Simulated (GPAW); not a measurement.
CuO:

```
CELL_PARAMETERS angstrom
2.83633 0.00000 0.00000
-1.41816 2.45633 0.00000
0.00000 0.00000 2.76811
ATOMIC_POSITIONS crystal
Cu 0.00000 0.00000 0.00000
O 0.66667 0.33333 0.50000
```

Measurements of this composition are mostly on another form, of space group No. 15.

Base run:

- Program: GPAW 26.7.0
- Functional: PBEsol
- Potentials or basis: PAW data sets generated in the run's folder for this functional
- Cutoff: 800 eV
- Basis: pw
- k mesh: 8 × 8 × 7
- Occupations: fermi-dirac, width 0.05 eV
- Spin: no spin polarisation

Its results: pressure -7.7 GPa.

Problem. The run is repeated on the same cell with these changes: functional from PBEsol to PW91. What comes out?

Solution. Pressure 0.1 GPa.

PW91 binds less tightly than PBEsol, so the same cell stands under more pressure.

Caveats: with this Cu data set, volumes or pressures lay over 1.5 % or 2 GPa off other programs in two to four cells of ten; an odd number of electrons without spin polarisation forces a metal; a magnetic or distorted state may lie lower; the run has no spin polarisation, though such a crystal can be magnetic.
